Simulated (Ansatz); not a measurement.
A relaxation computed with Ansatz, from input to last step.

```yaml
crystal:
  lattice:
    - [1.5465303175, 0.8928896951, 6.3188866477]
    - [-1.5465303175, 0.8928896951, 6.3188866477]
    - [0.0, -1.7857793903, 6.3188866477]
  atoms:
    - { symbol: Mo, position: [0.9997728109, 0.9997728109, 0.9997728109] }
    - { symbol: S, position: [0.4133850829, 0.4133850829, 0.4133850829] }
    - { symbol: S, position: [0.2528431062, 0.2528431062, 0.2528431062] }
basis:
  ecutwfc: 420
kpoints:
  mp_grid: { grid: [12, 12, 12] }
hamiltonian:
  xc: pbe
scf:
  occupations: { method: gaussian, width: 0.02 }
output:
  forces: true
  stress: true
  eigenvalues: true
relax:
  adjacent_minimum: "off"
  f_tol: 0.008
  max_steps: 50
  cell: { stress_tol: 0.08, p_target: 4.0 }
```

```bash
ansatz run input.yaml --threads 1 --pin off --max-ram 2560MiB --backend cpu --events-out ev --progress --plain --runs-dir out
```

Level of theory: DFT PBE, scalar-relativistic, plane waves, PAW (Ansatz 0.2.0).

Of 6 frames 5 are shown, positions in Å and forces in eV/Å; the SCF threshold varies from step to step. Steps run on the plane waves of an earlier cell, with a Pulay correction in the pressure. The basis is chosen afresh for the last frame, the zero of the energies, and at times for earlier ones too; energy and pressure can step there, also at an unchanged geometry. Where two frames share a geometry here, they differ by under 2 meV/atom and 0.3 GPa. The relaxation lowers the enthalpy F + PV at the target pressure, so the free energy itself can rise.

```xyz
3
Lattice="1.5465 0.8929 6.3189 -1.5465 0.8929 6.3189 0.0000 -1.7858 6.3189" Properties=species:S:1:pos:R:3:forces:R:3 pbc="T T T" step=1 free_energy_over_end_meV_per_atom=43.64 pressure_GPa=14.41
Mo    0.0000    0.0000   18.9524    0.0000    0.0000   -0.0006
S     0.0000    0.0000    7.8364    0.0000    0.0000    1.4491
S     0.0000    0.0000    4.7931    0.0000    0.0000   -1.4484
3
Lattice="1.5785 0.9114 6.0092 -1.5785 0.9114 6.0092 0.0000 -1.8228 6.0092" Properties=species:S:1:pos:R:3:forces:R:3 pbc="T T T" step=2 free_energy_over_end_meV_per_atom=0.63 pressure_GPa=3.33
Mo    0.0000    0.0000   18.0235    0.0000    0.0000   -0.0165
S     0.0000    0.0000    7.5735    0.0000    0.0000   -0.1090
S     0.0000    0.0000    4.4371    0.0000    0.0000    0.1255
3
Lattice="1.5787 0.9114 6.0252 -1.5787 0.9114 6.0252 0.0000 -1.8229 6.0252" Properties=species:S:1:pos:R:3:forces:R:3 pbc="T T T" step=3 free_energy_over_end_meV_per_atom=-0.81 pressure_GPa=3.78
Mo    0.0000    0.0000   18.0711    0.0000    0.0000   -0.0047
S     0.0000    0.0000    7.5841    0.0000    0.0000   -0.0012
S     0.0000    0.0000    4.4586    0.0000    0.0000    0.0059
3
Lattice="1.5784 0.9113 6.0262 -1.5784 0.9113 6.0262 0.0000 -1.8225 6.0262" Properties=species:S:1:pos:R:3:forces:R:3 pbc="T T T" step=4 free_energy_over_end_meV_per_atom=-0.73 pressure_GPa=3.83
Mo    0.0000    0.0000   18.0741    0.0000    0.0000   -0.0023
S     0.0000    0.0000    7.5852    0.0000    0.0000    0.0006
S     0.0000    0.0000    4.4595    0.0000    0.0000    0.0016
3
Lattice="1.5773 0.9107 6.0240 -1.5773 0.9107 6.0240 0.0000 -1.8213 6.0240" Properties=species:S:1:pos:R:3:forces:R:3 pbc="T T T" step=6 free_energy_over_end_meV_per_atom=0.00 pressure_GPa=4.01
Mo    0.0000    0.0000   18.0675    0.0000    0.0000    0.0000
S     0.0000    0.0000    7.5834    0.0000    0.0000    0.0044
S     0.0000    0.0000    4.4570    0.0000    0.0000   -0.0045
```

Time: 110 s on 1 thread of Arm Neoverse V1, on a shared host, peak memory 0.47 GiB.

The cell holds layers, and where no dispersion correction was added their binding is poorly described.